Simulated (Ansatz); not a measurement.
CO2 (P4_2/mnm) from a database of computed structures, relaxed with r2SCAN+rVV10 in Ansatz 0.2.0: it is tetragonal, P4_2/mnm (No. 136); a = 4.193 Å, c = 4.605 Å in the conventional setting, 13.49 Å³ an atom. Around C lie 2 O at 1.16 Å; around O lie 1 C at 1.16 Å. The primitive cell holds 6 atoms in 80.95 Å³. (Simulation; spin polarisation is off.)

Computed values: PBE gives a gap of 6.69 eV and PBE0 (25 % exact exchange) 9.21 eV; one over PBE's mean ε∞ is 0.484. HSE06 (4×4×4) gives a least gap of 8.42 eV and a least direct gap of 8.95 eV.

Question: What is the density?

Answer: The cell holds 2 C, 4 O: M = 2×12.011 + 4×15.999 = 88.02 u in V = 80.95 Å³. ρ = 1.66054 × M/V = 1.66054 × 88.02/80.95 = 1.806 g/cm³, for the static r2SCAN+rVV10 lattice.

Question: Taking the gap as linear in the share of unscreened exchange, estimate the gap of the hybrid whose share is 1/ε∞.

Answer: The slope is (9.21 − 6.69)/0.25 = 10.08 eV per unit share, so E_g ≈ 6.69 + 10.08 × 0.484 = 11.57 eV. The run with that share gives 11.62 eV (4×4×4 mesh), +0.05 eV from the straight line.

Question: At what wavelength does absorption set in by HSE06, excitons left aside?

Answer: λ = 1239.84 eV nm/E: 147 nm for the least gap, where it needs phonons and is weak, and 139 nm for direct transitions. That lies in the ultraviolet, so by this gap the crystal is transparent to visible light.

The meshes of the hybrids are coarse, so their gaps aren't converged to the digits shown.
